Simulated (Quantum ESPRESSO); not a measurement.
Runs of Quantum ESPRESSO 7.5 on Cu. Symmetry: Fm-3m, No. 225, cubic system. The conventional cell has a = 3.615 Å, b = 3.615 Å, c = 3.615 Å, α = 90.00°, β = 90.00°, γ = 90.00°. Cu (site symmetry m-3m) has 12 Cu at 2.56 Å as nearest neighbours. 

```csv
potentials or basis,cutoff (eV),gap on the mesh (eV),pressure (GPa)
JTH 2.0 PBE,735,none,4.8
Ansatz NC SR PBE,1252,none,1.6
SG15 PBE 1.2,1197,none,(a)
GBRV 1.5 PBE,762,none,1.6
SSSP 1.3 efficiency PBE,748,none,1.2
```

Alike in all rows: task band structure; level PBE; no spin polarisation; cell as given; k mesh 13 × 13 × 13; smearing fermi-dirac 0.05 eV.

Question: Estimate the missing entries.

Answer: (a) 1.9.

A gap of «none» marks a metal or a gap under the smearing width.

The runs don't all hold the same shells in valence.
